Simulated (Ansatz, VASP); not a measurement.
**One calculation of In, two programs**

The input INCAR:

```
PREC = Accurate ; ENCUT = 520
EDIFF = 1E-6 ; ISMEAR = -1
SIGMA = 0.1 ; LREAL = F
LASPH = T ; NELM = 100
ALGO = Normal ; ISIF = 2
LWAVE = F ; LCHARG = F
GGA = RP ; NBANDS = 12
```

File KPOINTS:

```
regular mesh
0
Gamma
  13 13 13
```

Contents of POSCAR:

```
In
1.0
    0.0000000000      2.3994181712      2.3994181712
    2.3994181712      0.0000000000      2.3994181712
    2.3994181712      2.3994181712      0.0000000000
In
1
Direct
    0.0000000000      0.0000000000      0.0000000000
```

Input for Ansatz:

```yaml
crystal:
  lattice:
    - [0.0, 2.3994181712, 2.3994181712]
    - [2.3994181712, 0.0, 2.3994181712]
    - [2.3994181712, 2.3994181712, 0.0]
  atoms:
    - { symbol: In, position: [0.0, 0.0, 0.0] }
hamiltonian:
  xc: rpbe
  pseudopotentials:
    kind: paw
    azcp:
      In: "pseudopotentials/In.paw.azcp"
basis:
  ecutwfc: 420
  fft_grid_basis: typed
kpoints:
  mp_grid: { grid: [13, 13, 13], shift: [0, 0, 0] }
magnetization:
  spin_polarized: false
scf:
  occupations: { method: fermi_dirac, width: 0.1 }
  lower_state_search: "off"
output:
  stress: true
```

Alike in both runs: task single point; functional RPBE; k mesh 13 × 13 × 13; occupations fermi-dirac, width 0.1 eV; no spin polarisation.

|  | VASP | Ansatz |
| --- | --- | --- |
| version | VASP 6.6.1 | Ansatz 0.2.0 |
| potentials or method | VASP PAW PBE potentials, release 64 (In_d) | plane waves (420 eV) with PAW, scalar-relativistic |
| plane-wave cutoff (eV) | 520 | 420 |
| valence electrons in the cell | 13 | 13 |

|  | VASP | Ansatz | Ansatz less VASP |
| --- | --- | --- | --- |
| pressure (GPa) | 1.3 | 1.4 | +0.06 |

Caveats: the PAW data sets were made with another functional, which shifts forces and pressure a little (VASP).
